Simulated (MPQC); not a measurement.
# SVWN3(MPQC)/6-311++G(d,p) run of C4H6 (cyclobutene)

Aim: the energy change on altering one bond length of C4H6 (cyclobutene) at SVWN3(MPQC)/6-311++G**, from 2 runs. 

The calculation is run with MPQC 2.3.1.

3 further runs of the same task are left out: 2 that didn't finish, 1 set aside as unsound or not needed.

### 1 The structure to begin with

The species is C4H6 (10 atoms), meant as a singlet with charge 0. SMILES: `C1=CCC1`. The coordinates come from a PBE0-D4/def2-TZVP relaxation.

Bond lengths: C1–C2 1.334 Å, C2–C3 1.508 Å, C1–C4 1.508 Å, C3–C4 1.558 Å, C1–H5 1.084 Å, C2–H6 1.084 Å, C3–H7 1.093 Å, C3–H8 1.094 Å, C4–H9 1.093 Å, C4–H10 1.094 Å. Some angles: C1–C2–C3 94.3°, C2–C1–C4 94.3°, C2–C3–C4 85.7°, C1–C4–C3 85.7°, C1–C2–H6 133.5°, C3–C2–H6 132.2°, C2–C1–H5 133.5°, C4–C1–H5 132.2°, C2–C3–H7 115.8°, C2–C3–H8 115.8°.

### 2 Energy and forces at SVWN3(MPQC)/6-311++G(d,p)

mol.in

```
% KS/6-311++G**
checkpoint: no
molecule:
  C     -0.330000     1.010500    -0.386400
  C     -1.095000     0.121800     0.249600
  C      0.015700    -0.884200     0.415100
  C      0.909300     0.154000    -0.327900
  H     -0.516400     1.994800    -0.800900
  H     -2.137500     0.111500     0.547000
  H     -0.118800    -1.833400    -0.110700
  H      0.317500    -1.095900     1.444600
  H      1.737300     0.553600     0.264000
  H      1.301000    -0.184000    -1.291300
symmetry: auto
gradient: yes
basis: 6-311++G**
memory: 1000000000
optimize: no
method: KS (xc = SVWN3 grid = coarse)
```

Launch:

```bash
$ mpqc -o mol.out mol.in
```

Standard output:

```text
MPQC: Massively Parallel Quantum Chemistry
[...]
  Integrated electron density error = -0.000482175290
  iter     1 energy = -154.2907454588 delta = 6.97247e-02
  Integrated electron density error = -0.000009277652
  iter     2 energy = -154.5422228771 delta = 4.31557e-02
[...]
  Integrated electron density error = -0.000006910390
  iter    12 energy = -154.5456066273 delta = 4.93153e-08
  Integrated electron density error = -0.000006910384
  iter    13 energy = -154.5456066273 delta = 2.25760e-08
  Integrated electron density error = -0.000006910387
  iter    14 energy = -154.5456066273 delta = 1.07226e-08
[...]
  LUMO is    16   A =  -0.029500
  total scf energy = -154.5456066273
[...]
  Integrated electron density error = -0.000006907221
  Total Gradient:
[...]
Value of the MolecularEnergy: -154.5456066273
  Gradient of the MolecularEnergy:
      1   -0.0072089534
      2    0.0032152195
      3    0.0005334964
      4   -0.0047756067
      5    0.0062439090
      6   -0.0016871322
      7    0.0020892251
      8   -0.0096420947
      9    0.0039162830
     10    0.0101844581
     11   -0.0000748351
     12   -0.0027608030
[...]
        symmetry = c1
[...]
```

It took 89 s on 1 thread of Arm Neoverse V1, shared host; peak memory 0.55 GiB.

### 3 The distorted shape, same level

job.in

```
% C4H6
optimize: no
method: KS (xc = SVWN3 grid = coarse)
gradient: yes
checkpoint: no
molecule: (angstrom)
  C     -0.314900     0.999908    -0.334890
  C     -1.079900     0.111208     0.301110
  C      0.030800    -0.894792     0.466610
  C      0.924400     0.143408    -0.276390
  H     -0.501300     1.984208    -0.749390
  H     -2.122400     0.100908     0.598510
  H     -0.103700    -1.843992    -0.059190
  H      0.317500    -1.095900     1.444600
  H      1.752400     0.543008     0.315510
  H      1.316100    -0.194592    -1.239790
basis: 6-311++G**
memory: 1000000000
symmetry: auto
```

Launch:

```bash
$ mpqc job.in > job.out
```

Standard output:

```text
MPQC: Massively Parallel Quantum Chemistry
[...]
  Integrated electron density error = -0.000544330239
  iter     1 energy = -154.2874976615 delta = 7.05623e-02
  Integrated electron density error = -0.000003929148
  iter     2 energy = -154.5393625889 delta = 4.38229e-02
[...]
  Integrated electron density error = -0.000001913930
  iter    13 energy = -154.5429072686 delta = 7.95025e-08
  Integrated electron density error = -0.000001913798
  iter    14 energy = -154.5429072686 delta = 3.32585e-08
  Integrated electron density error = -0.000001913816
  iter    15 energy = -154.5429072686 delta = 1.64338e-08
[...]
  LUMO is    16   A =  -0.029107
  total scf energy = -154.5429072686
[...]
  Integrated electron density error = -0.000001911110
  Total Gradient:
[...]
Value of the MolecularEnergy: -154.5429072686
  Gradient of the MolecularEnergy:
      1   -0.0070382046
      2    0.0030549849
      3    0.0004559705
      4   -0.0045552569
      5    0.0058456211
      6   -0.0008522173
      7    0.0125232637
      8   -0.0164037208
      9    0.0403216134
     10    0.0104520917
     11   -0.0000115912
     12   -0.0022202352
[...]
        symmetry = c1
[...]
```

Wall time 96 s (1 thread of Arm Neoverse V1, shared host); peak memory 0.55 GiB.

### 4 What came out

At SVWN3(MPQC)/6-311++G**:

```
                                                         quantity          value
                                        first shape: total energy  -154.54561 Eh
                                         first shape: HOMO energy       -6.21 eV
                                         first shape: LUMO energy       -0.80 eV
                                       first shape: HOMO–LUMO gap        5.40 eV
                            first shape: largest force on an atom     0.546 eV/Å
                                    distorted shape: total energy  -154.54291 Eh
                                     distorted shape: HOMO energy       -6.20 eV
                                     distorted shape: LUMO energy       -0.79 eV
                                   distorted shape: HOMO–LUMO gap        5.41 eV
                        distorted shape: largest force on an atom     2.447 eV/Å
energy change with the C3–H8 bond shortened from 1.094 to 1.039 Å       0.073 eV
```

**Reading.** With the C3–H8 bond shortened from 1.094 to 1.039 Å the energy rises by 0.07 eV (7.1 kJ/mol). The first shape isn't relaxed at this level, so the change isn't measured from a minimum. The largest force (first shape) is 0.55 eV/Å: the shape isn't a stationary point for this species at this level.
